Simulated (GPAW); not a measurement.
Runs of GPAW 26.7.0 on TaN. It takes space group P6_3/mmc (No. 194, hexagonal). Conventional cell: a = 2.922 Å, b = 2.922 Å, c = 5.917 Å, α = 90.00°, β = 90.00°, γ = 120.00°. Around Ta (site symmetry -3m) lie 6 N at 2.24 Å. Around N (site symmetry -6m2) lie 6 Ta at 2.24 Å. The cell comes from a database or a generator and needn't be the stable form of this composition.

```tsv
task	level	potentials or basis	spin	cell	k mesh	band path	band points	optimizer	fmax	max steps	gap on the mesh (eV)	pressure (GPa)
band structure	revPBE	the program's PAW data sets (release 1.2.1) made for this functional, pw	off	as given	10 × 10 × 5	GMKGALHA,LM,KH	100	-	-	-	-	(a)
relaxation of cell and atoms	LDA	the program's PAW data sets (release 1.2.1) made for this functional, pw	off	relaxed to 5 GPa	7 × 7 × 4	-	-	BFGS	0.02 eV/Å	60	none	4.9
relaxation of cell and atoms	LDA	the program's PAW data sets (release 1.2.1) made for this functional, pw	off	relaxed to 10 GPa	7 × 7 × 4	-	-	BFGS	0.02 eV/Å	60	none	9.9
band structure	r2SCAN	GPAW PAW data sets (gpaw-data 1.2.1), pw	SOC, no magnetisation	as given	7 × 7 × 4	GMKGALHA,LM,KH	100	-	-	-	-	-5.4
band structure	BLYP	PAW data sets generated in the run's folder for this functional, pw	off	as given	10 × 10 × 5	GMKGALHA,LM,KH	100	-	-	-	-	7.6
```

Alike in all rows: cutoff (eV) 800; smearing fermi-dirac 0.05 eV.

Problem. Fill in the values left out.

Solution. (a) 2.7.

Caveats: spin-orbit coupling is left out, which moves the levels of the heavy elements (some runs); later steps reuse the first step's grids (some runs); spin-orbit coupling was added after a scalar SCF, so levels and gaps hold it while energy, forces, pressure and moments don't (some runs); this program's spin-orbit splittings come out too wide for heavy elements (some runs); the PAW data sets were made with another functional, which shifts forces and pressure a little (some runs).

A k mesh can miss the band edges, and rows without SOC leave out spin-orbit coupling on Ta.

A gap of «none» marks a metal or a gap under the smearing width.
